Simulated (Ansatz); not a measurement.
**InP: a trigonal deformation path**

One table from this session's results is given with a row withheld; the runs are named, their logs left out.

Computed with Ansatz 0.2.0 (DFT r2SCAN, scalar-relativistic, plane waves, PAW, unless a step's input says otherwise).

1 further run of the same task is left out (set aside as unsound or not needed).

## The system as given

Symmetry: Fm-3m, No. 225, cubic system. Conventional cell: a = 5.710 Å, b = 5.710 Å, c = 5.710 Å, α = 90.00°, β = 90.00°, γ = 90.00°. In (site symmetry m-3m) is surrounded by 6 P at 2.85 Å. P (site symmetry m-3m) has 6 In at 2.85 Å as nearest neighbours.

Coordinates:

```xyz
2
Lattice="0.0000 2.8550 2.8550 2.8550 0.0000 2.8550 2.8550 2.8550 0.0000" Properties=species:S:1:pos:R:3 pbc="T T T"
In    0.0000    0.0000    0.0000
P     2.8550    2.8550    2.8550
```

The structure comes from the Crystallography Open Database.

Set-up of the first run:

File input.yaml:

```yaml
crystal:
  lattice:
    - [0.0, 2.855, 2.855]
    - [2.855, 0.0, 2.855]
    - [2.855, 2.855, 0.0]
  atoms:
    - { symbol: In, position: [0.0, 0.0, 0.0] }
    - { symbol: P, position: [0.5, 0.5, 0.5] }
basis:
  ecutwfc: 500
kpoints:
  mp_grid: { grid: [6, 6, 6] }
hamiltonian:
  xc: r2scan
scf:
  occupations: { method: gaussian, width: 0.1 }
output:
  forces: true
  stress: true
  eigenvalues: true
```

Among the steps run: A first look at the start; The undisturbed cell; Point ρ = 0.500; At ρ = 2.000; ρ = 0.710; ρ = 1.410.

One of the session's tables, all rows but one given; the rest of the session is left out.

It belongs to the step «The scan collected». 

| ρ | ΔE (meV/atom) | pressure (GPa) |
| --- | --- | --- |
| 0.500 | 503.9 | -7.3 |
| 0.710 | 306.1 | -6.6 |
| 1.000 | 0.0 | -7.4 |
| 1.410 | ? | ? |
| 2.000 | 713.2 | -5.8 |

Q: Estimate the row for ρ = 1.410 from the others.

Worked estimate for «ΔE (meV/atom)». A straight line through the neighbours (1.000, 0.0) and (2.000, 713.2) gives 0.0 + (713.2 − 0.0) × (1.410 − 1.000) / (2.000 − 1.000) = 292.4; a parabola fitted to 3 rows on both sides gives -39.3.

**Answer.** ΔE (meV/atom): 412.2; pressure (GPa): -5.5. In «ΔE (meV/atom)» the line misses by -119.8 and the parabola by -451.5.
